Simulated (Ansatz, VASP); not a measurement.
## Sr, level by level in two programs

```
Sr
1.0
     0.00000    3.08239    3.08239
     3.08239    0.00000    3.08239
     3.08239    3.08239    0.00000
Sr
1
Direct
  0.00000 0.00000 0.00000
```

Change from the starting cell: volume scaled by 1.04.

Single points on this cell with VASP 6.6.1 and Ansatz 0.2.0. Each row is one pair of runs. Alike in all rows: spin: off; k mesh: 8 × 8 × 8; smearing: fermi-dirac, width 0.05 eV; VASP's potentials, cutoff: VASP PAW PBE potentials, release 64 (Sr_sv), 520 eV.

```tsv
level	Ansatz's potentials, cutoff	gap on the k mesh at the Fermi level (eV), VASP	gap on the k mesh at the Fermi level (eV), Ansatz	pressure (GPa), VASP	pressure (GPa), Ansatz
PBE	Ansatz PAW, 420 eV	none	none	-0.7	-0.7
PBE	Ansatz PAW earlier set, 400 eV	none	none	-0.7	-0.7
PBE	JTH PAW, 690 eV	none	none	-0.7	-0.7
PBE	SPMS NC, 354 eV	none	none	-0.7	-0.7
PBE	PseudoDojo standard (PBE files), 925 eV	none	none	-0.7	-0.7
PBE	PseudoDojo stringent (PBE files), 871 eV	none	none	-0.7	-0.7
PBEsol	Ansatz PAW, 420 eV	none	none	-1.2	-1.2
```

Pressure (GPa): the two programs differ by at most 0.03.

A gap of «none» marks a metal or a gap that the smearing closes.

Caveats: the PAW data sets were made with another functional, which shifts forces and pressure a little (VASP); the PAW data sets come from PBE, with cores solved anew for the run's functional, which leaves a small shift of forces and pressure (Ansatz).
